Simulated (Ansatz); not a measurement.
Crystal: Yb, bcc type, 1 atom in the cell.

The calculation used PBE, plane waves, PAW datasets (generated soft set 1) in Ansatz.

Cutoff 420 eV; k-mesh 37×37×37 Γ-centred; Fermi–Dirac smearing of 0.0612 eV; no spin polarisation; no spin–orbit coupling.

Question: What equilibrium volume, lattice constant and bulk modulus does this give?

Answer: V₀ = 34.579 Å³/atom (a₀ = 4.105 Å), B₀ = 20.3 GPa, B₀′ = 3.87. The points behind the fit:

```json
{"V (Å³/atom)": "32.389", "a (Å)": "4.0161", "E − E(min) (meV/atom)": "9.76", "P (GPa)": "1.51"}
{"V (Å³/atom)": "33.078", "a (Å)": "4.0444", "E − E(min) (meV/atom)": "4.42", "P (GPa)": "0.98"}
{"V (Å³/atom)": "33.767", "a (Å)": "4.0723", "E − E(min) (meV/atom)": "1.23", "P (GPa)": "0.51"}
{"V (Å³/atom)": "34.456", "a (Å)": "4.0998", "E − E(min) (meV/atom)": "0.00", "P (GPa)": "0.07"}
{"V (Å³/atom)": "35.145", "a (Å)": "4.1270", "E − E(min) (meV/atom)": "0.55", "P (GPa)": "-0.32"}
{"V (Å³/atom)": "35.834", "a (Å)": "4.1538", "E − E(min) (meV/atom)": "2.70", "P (GPa)": "-0.68"}
{"V (Å³/atom)": "36.523", "a (Å)": "4.1802", "E − E(min) (meV/atom)": "6.31", "P (GPa)": "-1.00"}
```

The published all-electron PBE values for this crystal (mean of FLEUR and WIEN2k, k-spacing 0.06 Å⁻¹; Bosoni et al., Nat. Rev. Phys. 6, 45 (2024)) are V₀ = 34.640 Å³/atom, B₀ = 20.2 GPa, B₀′ = 3.83.

The stress includes the program's correction for the finite plane-wave basis.

This cubic structure is a model: it isn't the usual form of the substance at ambient conditions, and such phases are metastable or hypothetical. Semilocal functionals place the filled 4f shell of Yb metal too near the Fermi level and overbind it.
